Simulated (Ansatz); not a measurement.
# Hf: the cost of one run

Computed with Ansatz 0.2.0 (DFT r²SCAN, scalar-relativistic, plane waves, PAW, unless a step's input says otherwise).

**1. The system as given**

Symmetry: Im-3m, No. 229, cubic system. The conventional cell has a = 3.540 Å, b = 3.540 Å, c = 3.540 Å, α = 90.00°, β = 90.00°, γ = 90.00°. Hf (site symmetry m-3m) is surrounded by 8 Hf at 3.07 Å.

Coordinates:

```
CELL_PARAMETERS angstrom
-1.76980 1.76980 1.76980
1.76980 -1.76980 1.76980
1.76980 1.76980 -1.76980
ATOMIC_POSITIONS crystal
Hf 0.00000 0.00000 0.00000
```

This cell comes from an earlier session at r²SCAN: 22.173 Å³/atom at -0.14 GPa, on a 18×18×18 mesh.

**2. Volume × 0.96**

File input.yaml:

```yaml
crystal:
  lattice:
    - [-1.7458830264, 1.7458830264, 1.7458830264]
    - [1.7458830264, -1.7458830264, 1.7458830264]
    - [1.7458830264, 1.7458830264, -1.7458830264]
  atoms:
    - { symbol: Hf, position: [0.0, 0.0, 0.0] }
basis:
  ecutwfc: 500
  ecutrho_ratio: 4
kpoints:
  mp_grid: { grid: [18, 18, 18] }
hamiltonian:
  xc: r2scan
scf:
  occupations: { method: gaussian, width: 0.05 }
output:
  forces: true
  stress: true
  eigenvalues: true
```

Run with:

```sh
> ansatz run input.yaml --threads 1 --pin off --max-ram 2560MiB --backend cpu --events-out ev --progress --plain --runs-dir out
```

Q: Estimate wall time and peak memory on 1 thread of Intel Xeon Platinum 8488C (Sapphire Rapids), shared host.

About 5.8 s, with a peak of 0.46 GiB.
